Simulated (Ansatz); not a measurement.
We consider wurtzite InN, described by r²SCAN (plane waves, PAW; Ansatz, an electronic-structure program).

Settings: plane-wave cutoff 560 eV, 12×12×6 k mesh (along the axes of the cell as run), Fermi–Dirac smearing 0.01 eV, scalar-relativistic PAW data made under PBE.

Shape and atoms are relaxed at each volume.

Pressure at four volumes; x = ln(V/15.591 Å³). One pressure is withheld.

| V (Å³/atom) | x | P (GPa) |
|---|---|---|
| 14.967 | -0.0408 | 6.28 |
| 15.591 | 0.0000 | 0.00 |
| 15.903 | 0.0198 | -2.64 |
| 16.214 | 0.0392 | ? |

Question: Pass a parabola P(x) through the three rows shown, estimate the bulk modulus and its pressure derivative near zero pressure, and predict the withheld pressure.

Answer: Slopes between the rows: (0.00 − (6.28))/(0.0000 − (-0.0408)) = -153.92 and (-2.64 − (0.00))/(0.0198 − (0.0000)) = -133.33 GPa. Their difference over the span 0.0606 is c = 20.59/0.0606 = 339.8 GPa, so P(x) = 6.28 + (-153.92)(x − (-0.0408)) + 339.8 (x − (-0.0408))(x − (0.0000)). At the middle row B = −dP/dx = −[-153.92 + 339.8 × 0.0408] = 140.1 GPa, and B′ = dB/dP = 2c/B = 4.9. At x = 0.0392 the parabola gives -4.97 GPa; the run gives -5.01 GPa. The Birch–Murnaghan fit to the energies at all volumes has B0 = 140 GPa and B′ = 4.6.

Measured, for comparison: bulk modulus 126 GPa (room temperature, no zero-point or thermal correction; as tabulated in Phys. Rev. B 49, 14 (GaN and InN under pressure), abstract). Computed (rounded) less measured: bulk modulus +11 %.

Note: the bulk modulus comes from volumes at which shape and atoms were relaxed.

Spin–orbit coupling is not included.
